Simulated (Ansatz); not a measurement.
System: MgO (rock salt type), 2 atoms in the cell.

```
Mg O
1.0
     0.00000    2.12500    2.12500
     2.12500    0.00000    2.12500
     2.12500    2.12500    0.00000
Mg O
1 1
Direct
  0.00000 0.00000 0.00000
  0.50000 0.50000 0.50000
```

All numbers below come from r²SCAN, plane waves, all-electron PAW datasets generated for the crystal, point nucleus (Ansatz).

Cutoff 340 eV; k-mesh 6×6×6 Γ-centred; Fermi–Dirac smearing of 0.02 eV; no spin polarisation.

(1) How large is the gap on this mesh, is it direct, and where do the band edges lie (fractions of the reciprocal vectors of this cell)?

(2) List the levels near the gap at (0.000, 0.000, 0.000), (0.000, 0.167, 0.333), (0.000, 0.167, -0.333), (0.000, 0.167, -0.167), (0.000, 0.333, -0.333), in eV from the top of the valence band (v1 is the highest filled band, c1 the lowest empty one).

## Answers

(1) 5.36 eV, direct at (0.000, 0.000, 0.000).

(2) 
| k | v4 | v3 | v2 | v1 | c1 | c2 |
| --- | --- | --- | --- | --- | --- | --- |
| (0.000, 0.000, 0.000) | -18.06 | 0.00 | 0.00 | 0.00 | 5.36 | 16.70 |
| (0.000, 0.167, 0.333) | -17.24 | -2.99 | -0.84 | -0.70 | 8.99 | 12.43 |
| (0.000, 0.167, -0.333) | -16.91 | -3.78 | -1.50 | -0.64 | 9.72 | 12.99 |
| (0.000, 0.167, -0.167) | -17.42 | -2.54 | -0.91 | -0.31 | 8.35 | 13.11 |
| (0.000, 0.333, -0.333) | -16.66 | -3.12 | -2.97 | -0.98 | 11.12 | 13.09 |

Semilocal functionals give gaps that mostly lie well below measured ones.
